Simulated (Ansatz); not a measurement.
# HfO2 (Pnma) in Ansatz: relaxation of cell and atoms with PBE

Aim: the relaxation of cell and atoms of HfO2 with PBE.

Everything below comes from runs of Ansatz 0.2.0. Logs are shortened: lines on timing, memory, paths and dates and some standing lists are left out, and cuts for length are marked.

## 1. The structure

Symmetry: Pnma, No. 62, orthorhombic system. Conventional cell: a = 5.556 Å, b = 3.334 Å, c = 6.505 Å, α = 90.00°, β = 90.00°, γ = 90.00°. Hf (site symmetry m) is surrounded by 7 O at 2.14 to 2.27 Å. O (site symmetry m) is surrounded by 4 Hf at 2.14 to 2.17 Å. Around O (site symmetry m) lie 3 Hf at 2.16 to 2.27 Å.

Measurements of this composition are mostly on another form, of space group No. 14.

## 2. Relaxation of cell and atoms, PBE, target pressure 30 GPa, at which the enthalpy is minimised

input.yaml

```yaml
crystal:
  lattice:
    - [5.556395, 0.0, 0.0]
    - [0.0, 3.333597, 0.0]
    - [0.0, 0.0, 6.504995]
  atoms:
    - { symbol: Hf, position: [0.748682, 0.75, 0.607871] }
    - { symbol: Hf, position: [0.251318, 0.25, 0.392129] }
    - { symbol: Hf, position: [0.248682, 0.75, 0.892129] }
    - { symbol: Hf, position: [0.751318, 0.25, 0.107871] }
    - { symbol: O, position: [0.639499, 0.25, 0.4234] }
    - { symbol: O, position: [0.360501, 0.75, 0.5766] }
    - { symbol: O, position: [0.139499, 0.25, 0.0766] }
    - { symbol: O, position: [0.860501, 0.75, 0.9234] }
    - { symbol: O, position: [0.520794, 0.25, 0.841453] }
    - { symbol: O, position: [0.479206, 0.75, 0.158547] }
    - { symbol: O, position: [0.020794, 0.25, 0.658547] }
    - { symbol: O, position: [0.979206, 0.75, 0.341453] }
hamiltonian:
  xc: pbe
  pseudopotentials: { kind: paw }
kpoints:
  mp_grid: { grid: [4, 6, 3] }
scf:
  occupations: { method: fermi_dirac, width: 0.05 }
output:
  forces: true
  stress: true
  eigenvalues: true
relax:
  f_tol: 0.01
  max_steps: 40
  cell: { stress_tol: 0.05, p_target: 30.0 }
```

Potentials or basis: Ansatz PAW.

Command:

```sh
ansatz run input.yaml --threads 4 --pin off --max-ram 11264MiB --backend cpu --events-out ev --progress --plain --runs-dir out
```

The log of the run:

```text
Warning: RAYON_NUM_THREADS=4 ignored (pool sized by the plan → 4); use --threads N
Engine: ansatz 0.2.0, aarch64-unknown-linux-gnu
Pseudopotentials: kind: paw
Pseudopotential: Hf, paw, valence charge 26, recommended cutoff 420 eV (normal), Hf.paw.azcp
Pseudopotential: O, paw, valence charge 6, recommended cutoff 420 eV (normal), O.paw.azcp
Functional definition: PBE
  parameter kappa = 0.804
  parameter beta = 0.06672455060314922
  exchange = pbe_x(kappa = kappa, mu = beta*pi^2/3)
  correlation = pbe_c(beta = beta)
Crystal: 12 atoms, lattice volume = 120.491 Å³
Basis set: ecut = 420 eV, 2361 PW (Γ), exchange–correlation on 80×48×90 points (8 copies of the dense FFT grid, shifted against one another)
Bands: 92, of which v1, the nominal top of the filled ones, is band 76 counted from 1 (75 counted from 0)
Symmetry: 8 space group operations
Space group: Pnma (ITA 62), of the structure as read, at distance tolerance 4.9e-5 Å
k-points: 24 of 72
Non-local potential: Hf, projectors of the file, l = 0: 3, l = 1: 2, l = 2: 2, l = 3: 3
Non-local potential: O, projectors of the file, l = 0: 2, l = 1: 2, l = 2: 1
PAW form: soft (Blöchl's): semilocal exchange-correlation on the pseudo side does not see the compensation charge
PAW one-centre angular grid: Hf, 590 points (default); XC on 64 Gauss nodes
PAW one-centre angular grid: O, 110 points (default); XC on 64 Gauss nodes
Initial density: superposition of atomic densities (neutral atoms: chi_scale 0, normalization atom), corrected by the library's trained network
Initial wavefunctions: pseudopotential atomic-orbital guess
Functional: x = pbe(κ = 0.804, μ = 0.2195149727645171), c = pbe(β = 0.06672455060314922)
SCF iter   1: F=—  HF=-67445.066908 eV  |F-HF|=—  |Δ(HF+E_count)|=         —  Δρ=3.92e-3  dr2=1.85e-2  ethr=1.77e-3  ⟨swp⟩=5.0  Hψ=6828  notcnv=0  defer=63
preconditioner: auto → Resta (q_TF=auto, 2.836 Å⁻¹)  ε∞=5.9  [insulator: Δε(μ)=3.421 eV  Ē_g=18.350 eV  σ=0.050 eV  W_gap=1.00  n_scr=42 (ndim 8)  ℏωp=40.6 eV  f_vac=0.000  D(μ)=0.00/eV (n_scr^D=0)  ε∞_Penn≈5.9]
SCF iter   2: F=—  HF=-67445.065306 eV  |F-HF|=—  |Δ(HF+E_count)|=   1.60e-3  Δρ=2.02e-3  dr2=3.37e-3  ethr=1.22e-5  ⟨swp⟩=2.0  Hψ=3964  notcnv=0  defer=88
SCF iter   3: F=—  HF=-67445.065684 eV  |F-HF|=—  |Δ(HF+E_count)|=   3.78e-4  Δρ=8.53e-4  dr2=1.01e-3  ethr=2.22e-6  ⟨swp⟩=2.0  Hψ=2666  notcnv=0  defer=88
SCF iter   4: F=—  HF=-67445.065713 eV  |F-HF|=—  |Δ(HF+E_count)|=   2.93e-5  Δρ=2.01e-4  dr2=3.56e-5  ethr=6.67e-7  ⟨swp⟩=2.0  Hψ=3351  notcnv=0  defer=88
SCF iter   5: F=—  HF=-67445.065561 eV  |F-HF|=—  |Δ(HF+E_count)|=   1.52e-4  Δρ=6.88e-5  dr2=4.47e-6  ethr=2.34e-8  ⟨swp⟩=2.0  Hψ=3817  notcnv=0  defer=88
SCF iter   6: F=—  HF=-67445.065561 eV  |F-HF|=—  |Δ(HF+E_count)|=   2.31e-8  Δρ=4.05e-5  dr2=1.59e-6  ethr=2.94e-9  ⟨swp⟩=2.0  Hψ=3460  notcnv=0  defer=88
SCF iter   7: F=-67445.065561 eV  HF=-67445.065561 eV  |F-HF|=2.60e-9  |Δ(HF+E_count)|=   2.61e-7  Δρ=7.60e-6  dr2=5.47e-8  ethr=6.58e-11  ⟨swp⟩=9.1  Hψ=11205  notcnv=0
SCF 1 converged in 7 iterations: F = -67445.065561 eV  dr2 = 5.47e-8
relax step   1: F+E_penalty+E_count = -67445.06556124 eV  Δ(F+E_penalty+E_count) = +0.000e0 eV  max|allowed force component| = 5.946e-2 eV/Å  Δτ_max = 0.0000 Å  P = +3.262 GPa  Ω = 120.491 Å³  (7 SCF iters, dr2 threshold 1.00e-7 eV, accepted)
Crystal: 12 atoms, lattice volume = 105.921 Å³
Basis set: ecut = 420 eV, 2079 PW (Γ), exchange–correlation on 80×48×90 points (8 copies of the dense FFT grid, shifted against one another)
Initial density: handed on by an earlier stage of this run
Initial wavefunctions: those handed on with the density
[... 118 lines left out ...]
  E_band       = 787.224516
  E_kinetic    = 3124.189508
  E_local      = -20119.743641  (includes V_loc(G=0)·N_el)
  E_nonlocal   = -4584.248308
  E_hartree    = 9397.958086
  E_xc         = -1801.742916
  E_vxc        = -1834.052269  (∫ρ·V_xc dr)
  E_paw        = -28979.216811  (= ΣΔE_a)
  E_vpaw       = 5405.143670  (= ΣTr[D̂ρ^β])
  E_aug_tail   = 0.020010  (compensation charges beyond the density's cutoff)
  E_ewald      = -24481.310345
  E_smearing   = -0.000000  (= −TS)
  E_closure    = 0.000000  (closes the sum)
  Σ components = -67444.094417   (vs F -67444.094417, Δ=0.00e0)
--- Forces (eV/Å), atoms counted from 1 ---
  atom   1  Hf     0.00013689     0.00000000     0.00020439
  atom   2  Hf    -0.00013689     0.00000000    -0.00020439
  atom   3  Hf     0.00013689    -0.00000000    -0.00020439
  atom   4  Hf    -0.00013689    -0.00000000     0.00020439
  atom   5  O     -0.00045234    -0.00000000     0.00004451
  atom   6  O      0.00045234     0.00000000    -0.00004451
  atom   7  O     -0.00045234     0.00000000    -0.00004451
  atom   8  O      0.00045234     0.00000000     0.00004451
  atom   9  O     -0.00001900     0.00000000    -0.00021607
  atom  10  O      0.00001900     0.00000000     0.00021607
  atom  11  O     -0.00001900     0.00000000     0.00021607
  atom  12  O      0.00001900     0.00000000    -0.00021607
  max |Σ_I F_I| component: 4.34e-19 eV/Å
--- Stress (GPa, compression-positive) ---
       29.993894      -0.000000      -0.000000
       -0.000000      29.984231       0.000000
       -0.000000       0.000000      29.989079
  P = ⅓ Tr σ = 29.9891 GPa (299.891 kbar)
--- Band table (eV; the first three rows and the last of 24) ---
  k-point 0: bands = ["-40.9148", "-40.8872", "-40.8815", "-40.8777", "-10.3105", "-10.0802", "-9.9859", "-9.7814", "-9.7718", "-9.6228", "-9.5708", "-9.4783", "-9.4578", "-9.4434", "-9.4380", "-9.4373", "0.0429", "1.9362", "2.1986", "2.6605", "2.8542", "2.9438", "3.0375", "3.1981", "9.1944", "9.2215", "9.2288", "9.2344", "9.2391", "9.2406", "9.2408", "9.2458", "9.2526", "9.2532", "9.2579", "9.2598", "9.2629", "9.2697", "9.2741", "9.2753", "9.2755", "9.2888", "9.2947", "9.3051", "9.3081", "9.3107", "9.3138", "9.3189", "9.3220", "9.3225", "9.3444", "9.3553", "13.8346", "13.8355", "14.2075", "14.6877", "14.7075", "15.1627", "15.1955", "15.2437", "15.5223", "15.7694", "15.9230", "15.9480", "16.6842", "16.8631", "17.0301", "17.1750", "17.4754", "17.7991", "18.2264", "18.5352", "18.5496", "19.3103", "19.3997", "19.4997", "22.8287", "24.1386", "24.3162", "24.7364", "25.0757", "25.5965", "25.7058", "26.4316", "26.4852", "26.7071", "26.7233", "27.3661", "27.4948", "27.5056", "28.0826", "28.1175"]
  k-point 1: bands = ["-40.9095", "-40.8970", "-40.8777", "-40.8772", "-10.2208", "-10.0105", "-9.9663", "-9.8790", "-9.7412", "-9.6236", "-9.5853", "-9.5479", "-9.4960", "-9.4732", "-9.4369", "-9.4296", "0.4680", "1.4471", "2.1792", "2.6091", "2.9759", "2.9981", "3.0438", "3.1604", "9.1996", "9.2165", "9.2406", "9.2409", "9.2419", "9.2443", "9.2504", "9.2538", "9.2561", "9.2564", "9.2564", "9.2613", "9.2652", "9.2686", "9.2718", "9.2723", "9.2800", "9.2846", "9.2935", "9.2961", "9.3074", "9.3075", "9.3087", "9.3088", "9.3127", "9.3147", "9.3593", "9.3700", "13.5370", "13.6482", "14.1226", "14.2332", "14.9780", "14.9783", "15.4742", "15.5543", "15.5976", "16.1303", "16.2059", "16.2299", "16.5323", "16.8885", "17.0582", "17.1674", "17.4662", "17.7958", "18.1862", "18.4718", "18.6992", "19.0128", "19.1625", "19.2767", "23.4647", "24.0784", "24.4105", "24.7325", "24.9474", "25.1072", "25.4506", "25.5721", "26.8792", "27.1512", "27.3772", "27.4693", "27.4776", "27.5108", "27.9659", "28.3212"]
  k-point 2: bands = ["-40.9078", "-40.8838", "-40.8762", "-40.8729", "-10.2541", "-10.0238", "-9.9485", "-9.7899", "-9.7377", "-9.7259", "-9.6564", "-9.6013", "-9.5818", "-9.5635", "-9.4866", "-9.4400", "0.4113", "2.0412", "2.2895", "2.5887", "2.8877", "2.9325", "2.9497", "3.0704", "9.2001", "9.2173", "9.2334", "9.2379", "9.2397", "9.2442", "9.2472", "9.2494", "9.2542", "9.2576", "9.2584", "9.2629", "9.2631", "9.2683", "9.2759", "9.2760", "9.2801", "9.2861", "9.2959", "9.2983", "9.3021", "9.3096", "9.3114", "9.3135", "9.3225", "9.3339", "9.3400", "9.3607", "13.4339", "13.9769", "14.1956", "14.2085", "14.5091", "15.2956", "15.4901", "15.5096", "15.5333", "15.7008", "15.8392", "16.3632", "16.3787", "16.8898", "17.1487", "17.3370", "17.7985", "17.9604", "18.3038", "18.3380", "18.5291", "18.6753", "19.0083", "19.2212", "23.2284", "24.3968", "24.4981", "25.4595", "25.5019", "25.8164", "26.3495", "26.6270", "26.6516", "26.6531", "26.9331", "27.2381", "27.2786", "27.6292", "27.8610", "27.9574"]
  k-point 23: bands = ["-40.8697", "-40.8697", "-40.8697", "-40.8697", "-10.1964", "-10.1964", "-10.1964", "-10.1964", "-9.7396", "-9.7396", "-9.7396", "-9.7396", "-9.5501", "-9.5501", "-9.5501", "-9.5501", "2.1500", "2.1500", "2.1500", "2.1500", "2.8168", "2.8168", "2.8168", "2.8168", "9.2340", "9.2340", "9.2340", "9.2340", "9.2552", "9.2552", "9.2552", "9.2552", "9.2688", "9.2688", "9.2688", "9.2688", "9.2788", "9.2788", "9.2788", "9.2788", "9.2910", "9.2910", "9.2910", "9.2910", "9.3059", "9.3059", "9.3059", "9.3059", "9.3249", "9.3249", "9.3249", "9.3249", "13.4902", "13.4902", "13.4902", "13.4902", "14.7005", "14.7005", "14.7005", "14.7005", "16.0491", "16.0491", "16.0491", "16.0491", "17.5444", "17.5444", "17.5444", "17.5444", "18.0310", "18.0310", "18.0310", "18.0310", "18.8055", "18.8055", "18.8055", "18.8055", "25.9716", "25.9716", "25.9716", "25.9716", "26.5209", "26.5209", "26.5209", "26.5209", "27.5838", "27.5838", "27.5838", "27.5838", "27.9872", "27.9872", "27.9872", "27.9872"]
--- Relaxed structure (9 steps of the walk, 9 accepted, 2 SCFs on fresh bases) ---
  F+E_penalty+E_count = -67444.09441735 eV   max|allowed force component| = 4.523e-4 eV/Å   (the final SCF, on the basis selected at the relaxed cell)
  cell:  # Å, volume = 110.2088 Å³
    - [5.423117795232829, 0.0, 0.0]
    - [0.0, 3.206813300646892, 0.0]
    - [0.0, 0.0, 6.3371418114896905]
  atoms:
    - { symbol: Hf, position: [0.744903926368506, 0.7499999999999998, 0.6167054449643625] }
    - { symbol: Hf, position: [0.2550960736314939, 0.25, 0.38329455503563736] }
    - { symbol: Hf, position: [0.2449039263685061, 0.7499999999999998, 0.8832945550356376] }
    - { symbol: Hf, position: [0.7550960736314942, 0.25, 0.11670544496436266] }
    - { symbol: O, position: [0.6421093720422096, 0.25, 0.4284644001947504] }
    - { symbol: O, position: [0.35789062795779036, 0.7499999999999998, 0.5715355998052497] }
    - { symbol: O, position: [0.14210937204220975, 0.25, 0.07153559980524979] }
    - { symbol: O, position: [0.8578906279577901, 0.7499999999999998, 0.9284644001947503] }
    - { symbol: O, position: [0.5273267104218013, 0.25, 0.835152971917819] }
    - { symbol: O, position: [0.47267328957819876, 0.7499999999999998, 0.16484702808218107] }
    - { symbol: O, position: [0.027326710421801372, 0.25, 0.6648470280821811] }
    - { symbol: O, position: [0.9726732895781987, 0.7499999999999998, 0.33515297191781906] }
```

Run time: 64 s. Hardware: 4 threads of Arm Neoverse V1, shared host; peak memory 0.68 GiB.

What came out:

```yaml
Free_energy: -67444.0944 eV
Relaxed_volume: 9.18 Å³/atom
Relaxed_cell: a = 5.423 Å, b = 3.207 Å, c = 6.337 Å, α = 90.00°, β = 90.00°, γ = 90.00°
Space_group_after_relaxing_to_0.05_Å: Pnma (No. 62)
Energy_change_on_relaxing_the_enthalpy_is_what_falls: +80.9 meV/atom
Ionic_steps: 11
Pressure_after_relaxing: 30.0 GPa
Band_gap_on_the_k_mesh: 3.33 eV, direct
```

Step by step:
| step | energy change (eV) | largest force (eV/Å) | volume (Å³) |
| --- | --- | --- | --- |
| 1 | 0.0000 | 0.0606 | 120.49 |
| 2 | 2.0628 | 0.8359 | 105.92 |
| 3 | 0.8076 | 0.2533 | 111.07 |
| 4 | 0.9130 | 0.2967 | 110.45 |
| 5 | 0.8952 | 0.0597 | 110.42 |
| 6 | 0.8967 | 0.0307 | 110.41 |
| 7 | 0.8969 | 0.0012 | 110.40 |
| 8 | 0.9349 | 0.0028 | 110.40 |
| 9 | 0.9720 | 0.0033 | 110.20 |
| 10 | 0.9700 | 0.0004 | 110.21 |
| 11 | 0.9711 | 0.0005 | 110.21 |

Final structure:
```
Hf O
1.0
     5.42312    0.00000    0.00000
     0.00000    3.20681    0.00000
     0.00000    0.00000    6.33714
Hf O
4 8
Cartesian
  4.0397 2.4051 3.9081
  1.3834 0.8017 2.4290
  1.3281 2.4051 5.5976
  4.0950 0.8017 0.7396
  3.4822 0.8017 2.7152
  1.9409 2.4051 3.6219
  0.7707 0.8017 0.4533
  4.6524 2.4051 5.8838
  2.8598 0.8017 5.2925
  2.5634 2.4051 1.0447
  0.1482 0.8017 4.2132
  5.2749 2.4051 2.1239
```

Caveat: odd divisions of the mesh miss points on the zone boundary, where band edges often lie, so the gap on the mesh can be too wide; the plane-wave basis is chosen anew once the cell has moved, so the energies of steps on either side of that aren't comparable; the pressure holds a Pulay correction of +1.0 GPa for the finite cutoff; spin-orbit coupling is left out, which moves the levels of the heavy elements. PBE gaps usually lie below the measured ones, often by a third to a half.
